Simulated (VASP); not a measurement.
# NaCl (Fm-3m) in VASP: further runs

Runs on NaCl. Level: PBE. Tasks: band structure.

Program: VASP 6.6.1. These are calculated values, not measurements. Logs are shortened: lines on timing, memory, paths and dates and some standing lists are left out, and cuts for length are marked.

## 1. The crystal as given

The structure is cubic, space group Fm-3m (No. 225). Conventional cell: a = 5.554 Å, b = 5.554 Å, c = 5.554 Å, α = 90.00°, β = 90.00°, γ = 90.00°. Na (site symmetry m-3m) is surrounded by 6 Cl at 2.78 Å. Cl (site symmetry m-3m) has 6 Na at 2.78 Å as nearest neighbours.

The cell was built by a generator and needn't be a form met in nature.

## 2. Band structure, PBE, non-collinear spin, zero start, spin-orbit coupling

Contents of INCAR:

```
SYSTEM = NaCl
PREC = Accurate
ENCUT = 520
EDIFF = 1E-6
ISMEAR = 0
SIGMA = 0.02
LREAL = .FALSE.
LASPH = .TRUE.
NELM = 100
ALGO = Fast
ISIF = 2
LWAVE = .FALSE.
LCHARG = .FALSE.
MAGMOM = 0 0 0 0 0 0
LORBIT = 11
LSORBIT = .TRUE.
GGA_COMPAT = .FALSE.
GGA = PE
KPAR = 4
```

Contents of KPOINTS:

```
regular mesh
0
G
  8 8 8
  0 0 0
```

Contents of POSCAR:

```
NaCl                                    
1.0
    0.0000000000      2.7771875566      2.7771875566
    2.7771875566      0.0000000000      2.7771875566
    2.7771875566      2.7771875566      0.0000000000
  Na              Cl            
     1     1
Direct
     0.0000000000000000    0.0000000000000000    0.0000000000000000
     0.5000000000000000    0.5000000000000000    0.5000000000000000
```

Contents of KPOINTS_OPT:

```
path GXWKGLUWLK,UX
20
line-mode
reciprocal
 0.0000000000  0.0000000000  0.0000000000  G
 0.5000000000  0.0000000000  0.5000000000  X

 0.5000000000  0.0000000000  0.5000000000  X
 0.5000000000  0.2500000000  0.7500000000  W

 0.5000000000  0.2500000000  0.7500000000  W
 0.3750000000  0.3750000000  0.7500000000  K

 0.3750000000  0.3750000000  0.7500000000  K
 0.0000000000  0.0000000000  0.0000000000  G

 0.0000000000  0.0000000000  0.0000000000  G
 0.5000000000  0.5000000000  0.5000000000  L

 0.5000000000  0.5000000000  0.5000000000  L
 0.6250000000  0.2500000000  0.6250000000  U

 0.6250000000  0.2500000000  0.6250000000  U
 0.5000000000  0.2500000000  0.7500000000  W

 0.5000000000  0.2500000000  0.7500000000  W
 0.5000000000  0.5000000000  0.5000000000  L

 0.5000000000  0.5000000000  0.5000000000  L
 0.3750000000  0.3750000000  0.7500000000  K

 0.6250000000  0.2500000000  0.6250000000  U
 0.5000000000  0.0000000000  0.5000000000  X
```

Potentials or basis: VASP PAW PBE potentials, release 64 (Na_pv, Cl).

Run with:

```console
$ cat potpaw_PBE.64/Na_pv/POTCAR potpaw_PBE.64/Cl/POTCAR > POTCAR
$ mpirun -np 4 vasp_ncl > vasp.out
```

OUTCAR:

```text
SYSTEM = NaCl
   PREC = Accurate
   ENCUT = 520
   EDIFF = 1E-6
   ISMEAR = 0
   LREAL = .FALSE.
   LASPH = .TRUE.
   NELM = 100
   ISIF = 2
   LORBIT = 11
   LSORBIT = .TRUE.
   GGA = PE

 ion  position               nearest neighbor table
   1  0.000  0.000  0.000-
   2  0.500  0.500  0.500-

  LATTYP: Found a face centered cubic cell.
 ALAT       =     5.5543751132

  Lattice vectors:

 A1 = (   0.0000000000,   2.7771875566,   2.7771875566)
 A2 = (   2.7771875566,   0.0000000000,   2.7771875566)
 A3 = (   2.7771875566,   2.7771875566,   0.0000000000)

Analysis of symmetry for initial positions (statically):
=====================================================================
 Subroutine PRICEL returns:
 Original cell was already a primitive cell.

 Routine SETGRP: Setting up the symmetry group for a
 face centered cubic supercell.

 Subroutine GETGRP returns: Found 48 space group operations
 (whereof 48 operations were pure point group operations)
 out of a pool of 48 trial point group operations.

The static configuration has the point symmetry O_h .

Analysis of symmetry for dynamics (positions and initial velocities):
=====================================================================
 Subroutine PRICEL returns:
 Original cell was already a primitive cell.

 Routine SETGRP: Setting up the symmetry group for a
 face centered cubic supercell.

 Subroutine GETGRP returns: Found 48 space group operations
 (whereof 48 operations were pure point group operations)
 out of a pool of 48 trial point group operations.

The dynamic configuration has the point symmetry O_h .

Analysis of structural, dynamic, and magnetic symmetry:
=====================================================================
 Subroutine PRICEL returns:
 Original cell was already a primitive cell.

 Routine SETGRP: Setting up the symmetry group for a
 face centered cubic supercell.

 Subroutine GETGRP returns: Found 48 space group operations
 (whereof 48 operations were pure point group operations)
 out of a pool of 48 trial point group operations.
[... 771 lines left out ...]
  -------------------------------------------------------------------------------------
  Total        0.5610262      0.5610262      0.5610262      0.0000000      0.0000000      0.0000000
  in kB       20.9820578     20.9820578     20.9820578      0.0000000      0.0000000      0.0000000
  external PRESSURE =      20.9820578 kB  Pullay stress =       0.0000000 kB

 VOLUME and BASIS-vectors are now :
 -----------------------------------------------------------------------------
  energy-cutoff  :      520.00
  volume of cell :       42.84
      direct lattice vectors                 reciprocal lattice vectors
     0.000000000  2.777187557  2.777187557    -0.180038254  0.180038254  0.180038254
     2.777187557  0.000000000  2.777187557     0.180038254 -0.180038254  0.180038254
     2.777187557  2.777187557  0.000000000     0.180038254  0.180038254 -0.180038254

 POSITION                                       TOTAL-FORCE (eV/Angst)
 -----------------------------------------------------------------------------------
      0.00000      0.00000      0.00000         0.000000      0.000000      0.000000
      2.77719      2.77719      2.77719        -0.000000     -0.000000      0.000000
 -----------------------------------------------------------------------------------
    total drift:                                0.000000      0.000000      0.000000

  FREE ENERGIE OF THE ION-ELECTRON SYSTEM (eV)
  ---------------------------------------------------
  free  energy   TOTEN  =        -6.7584801351 eV

  energy  without entropy=       -6.7584801351  energy(sigma->0) =       -6.75848014

 Spin-Orbit-Coupling matrix elements

 Ion:    1  E_soc:     -0.0007337
 l=   1
     0.0000000    -0.0001223    -0.0001223
    -0.0001223     0.0000000    -0.0001223
    -0.0001223    -0.0001223     0.0000000
 l=   2
     0.0000000     0.0000000     0.0000000     0.0000000     0.0000000
     0.0000000     0.0000000     0.0000000     0.0000000     0.0000000
     0.0000000     0.0000000     0.0000000     0.0000000     0.0000000
     0.0000000     0.0000000     0.0000000     0.0000000     0.0000000
     0.0000000     0.0000000     0.0000000     0.0000000     0.0000000
 l=   3
     0.0000000     0.0000000     0.0000000     0.0000000     0.0000000     0.0000000     0.0000000
     0.0000000     0.0000000     0.0000000     0.0000000     0.0000000     0.0000000     0.0000000
     0.0000000     0.0000000     0.0000000     0.0000000     0.0000000     0.0000000     0.0000000
     0.0000000     0.0000000     0.0000000     0.0000000     0.0000000     0.0000000     0.0000000
     0.0000000     0.0000000     0.0000000     0.0000000     0.0000000     0.0000000     0.0000000
     0.0000000     0.0000000     0.0000000     0.0000000     0.0000000     0.0000000     0.0000000
     0.0000000     0.0000000     0.0000000     0.0000000     0.0000000     0.0000000     0.0000000

 Ion:    2  E_soc:     -0.0028015
 l=   1
     0.0000000    -0.0004669    -0.0004669
    -0.0004669     0.0000000    -0.0004669
    -0.0004669    -0.0004669     0.0000000
 l=   2
     0.0000000     0.0000000     0.0000000     0.0000000     0.0000000
     0.0000000     0.0000000     0.0000000     0.0000000     0.0000000
     0.0000000     0.0000000     0.0000000     0.0000000     0.0000000
     0.0000000     0.0000000     0.0000000     0.0000000     0.0000000
     0.0000000     0.0000000     0.0000000     0.0000000     0.0000000
 l=   3
     0.0000000     0.0000000     0.0000000     0.0000000     0.0000000     0.0000000     0.0000000
     0.0000000     0.0000000     0.0000000     0.0000000     0.0000000     0.0000000     0.0000000
     0.0000000     0.0000000     0.0000000     0.0000000     0.0000000     0.0000000     0.0000000
     0.0000000     0.0000000     0.0000000     0.0000000     0.0000000     0.0000000     0.0000000
     0.0000000     0.0000000     0.0000000     0.0000000     0.0000000     0.0000000     0.0000000
     0.0000000     0.0000000     0.0000000     0.0000000     0.0000000     0.0000000     0.0000000
     0.0000000     0.0000000     0.0000000     0.0000000     0.0000000     0.0000000     0.0000000

 total charge

# of ion       s       p       d       tot
------------------------------------------
    1        0.046   5.983   0.000   6.029
    2        1.588   3.596   0.000   5.184
--------------------------------------------------
tot          1.634   9.578   0.000  11.212

 magnetization (x)

# of ion       s       p       d       tot
------------------------------------------
    1        0.000   0.000   0.000   0.000
    2        0.000   0.000   0.000   0.000
--------------------------------------------------
tot          0.000   0.000   0.000   0.000

 magnetization (y)

# of ion       s       p       d       tot
------------------------------------------
    1        0.000   0.000   0.000   0.000
    2        0.000   0.000   0.000   0.000
--------------------------------------------------
tot          0.000   0.000   0.000   0.000

 magnetization (z)

# of ion       s       p       d       tot
------------------------------------------
    1        0.000   0.000   0.000   0.000
    2        0.000  -0.000   0.000  -0.000
--------------------------------------------------
tot          0.000  -0.000   0.000  -0.000
```

stdout:

```text
POSCAR found type information on POSCAR NaCl
 POSCAR found :  2 types and       2 ions
 scaLAPACK will be used
 LDA part: xc-table for (Slater+PW92), standard interpolation
 POSCAR, INCAR and KPOINTS ok, starting setup
 FFT: planning ... GRIDC
 FFT: planning ... GRID_SOFT
 FFT: planning ... GRID
 WAVECAR not read
 entering main loop
 Start KPOINTS_OPT (optional k-point list driver)
k-point batch [1-29\200]
k-point batch [30-58\200]
k-point batch [59-87\200]
k-point batch [88-116\200]
k-point batch [117-145\200]
k-point batch [146-174\200]
k-point batch [175-200\200]
```

It took 58 s on 4 MPI ranks of Intel Xeon Platinum 8488C (Sapphire Rapids), shared host; peak memory 0.31 GiB.

Results:

```yaml
Free_energy: -6.7585 eV
Pressure: 2.1 GPa
Net_moment: 0.00 μB per cell
Valence_electrons_inside_the_program's_atomic_spheres: Na 6.03; Cl 5.18
```

Moments on the atoms (μB; x, y, z):
```
Na  0.00 0.00 0.00
Cl  0.00 0.00 0.00
```

## 3. Band structure, PBE

Changes to INCAR since step 2:

```diff
@@ -13,6 +13,2 @@
 LCHARG = .FALSE.
-MAGMOM = 0 0 0 0 0 0
-LORBIT = 11
-LSORBIT = .TRUE.
-GGA_COMPAT = .FALSE.
 GGA = PE
```

KPOINTS is that of step 2.

POSCAR is that of step 2.

KPOINTS_OPT is that of step 2.

Potentials or basis: VASP PAW PBE potentials, release 64 (Na_pv, Cl).

Run with:

```console
$ cat potpaw_PBE.64/Na_pv/POTCAR potpaw_PBE.64/Cl/POTCAR > POTCAR
$ mpirun -np 4 vasp_std > vasp.out
```

Run time: 12 s. Hardware: 4 MPI ranks of Intel Xeon Platinum 8488C (Sapphire Rapids), shared host; peak memory 0.16 GiB.

It converged, with:

```yaml
Free_energy: -6.7567 eV
Pressure: 2.1 GPa
Band_gap_on_the_k_mesh: 5.29 eV, direct
Band_gap_along_the_path: 5.29 eV, direct
```

Levels at the corners of the path, in eV from the valence-band top:
```tsv
point	band 4	band 5	band 6	band 7	band 8	band 9	band 10	band 11
Γ	-12.77	0.00	0.00	0.00	5.29	11.16	11.16	11.16
X	-12.33	-1.78	-0.64	-0.64	7.67	8.04	11.65	15.21
X	-12.33	-1.78	-0.64	-0.64	7.67	8.04	11.65	15.20
W	-12.31	-1.28	-1.28	-0.81	9.02	9.82	9.82	11.59
W	-12.31	-1.28	-1.28	-0.81	9.02	9.82	9.82	11.59
K	-12.32	-1.51	-1.20	-0.53	8.33	9.17	10.79	13.01
K	-12.32	-1.51	-1.20	-0.53	8.33	9.17	10.79	13.01
Γ	-12.77	0.00	0.00	0.00	5.29	11.16	11.16	11.16
Γ	-12.77	0.00	0.00	0.00	5.29	11.16	11.16	11.16
L	-12.38	-2.07	-0.29	-0.29	7.35	11.01	11.08	11.08
L	-12.38	-2.07	-0.29	-0.29	7.35	11.01	11.08	11.08
U	-12.32	-1.51	-1.20	-0.53	8.33	9.17	10.79	13.01
U	-12.32	-1.51	-1.20	-0.53	8.33	9.17	10.79	13.01
W	-12.31	-1.28	-1.28	-0.81	9.02	9.82	9.82	11.59
W	-12.31	-1.28	-1.28	-0.81	9.02	9.82	9.82	11.59
L	-12.38	-2.07	-0.29	-0.29	7.35	11.01	11.08	11.08
L	-12.38	-2.07	-0.29	-0.29	7.35	11.01	11.08	11.08
K	-12.32	-1.51	-1.20	-0.53	8.33	9.17	10.79	13.01
U	-12.32	-1.51	-1.20	-0.53	8.33	9.17	10.79	13.01
X	-12.33	-1.78	-0.64	-0.64	7.67	8.04	11.65	15.20
```
